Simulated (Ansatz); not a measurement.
Theory: Ansatz 0.2.0, DFT PBE, scalar-relativistic, plane waves, PAW. All cells share a 420 eV cutoff and Γ-centred k meshes spaced at most about 0.3 Å⁻¹ (about 0.25 or finer for metals, 2π included). No spin polarisation in the final relaxations.

These are static total energies at zero pressure. All come from trial cells, and lower structures may exist.

Question: Which of these relaxed structures of LiGaO is the lowest in energy?
A.

Space group P6/mmm (No. 191). a = 4.732 Å, b = 4.732 Å, c = 3.996 Å, α = 90.00°, β = 90.00°, γ = 120.00°
```
atom  site  symmetry       x       y       z
  Li    1a     6/mmm  0.0000  0.0000  0.0000
  Li    1b     6/mmm  0.0000  0.0000  0.5000
  Ga    2d      -6m2  0.3333  0.6667  0.5000
   O    2c      -6m2  0.3333  0.6667  0.0000
```

B.

Space group P4/mmm (No. 123). a = 3.784 Å, b = 3.784 Å, c = 3.372 Å, α = 90.00°, β = 90.00°, γ = 90.00°
| atom | site | symmetry | x | y | z |
| --- | --- | --- | --- | --- | --- |
| Li | 1b | 4/mmm | 0.0000 | 0.0000 | 0.5000 |
| Ga | 1d | 4/mmm | 0.5000 | 0.5000 | 0.5000 |
| O | 1a | 4/mmm | 0.0000 | 0.0000 | 0.0000 |

Answer: B. It has space group P4/mmm (No. 123); the next, A, with space group P6/mmm (No. 191), lies 227 meV/atom higher. Counting O atoms around Ga and Li (those within 1.25 times the shortest such distance or 1.15 times the sum of covalent radii, 1.27 where that leaves under three; the shortest distance is added where it exceeds 1.18 times the sum of covalent radii; a slash parts the counts of unlike sites), the lowest has Li 2, Ga 8 from 3.2 Å and the next has Li 6 from 2.7 Å/12 from 3.4 Å, Ga 2.

A magnetic state wasn't ruled out in cells without spin, among them P6/mmm. Cells relaxed within their symmetry can be saddle points. Some candidate types were left out of the draw beforehand, so a known form may be missing.
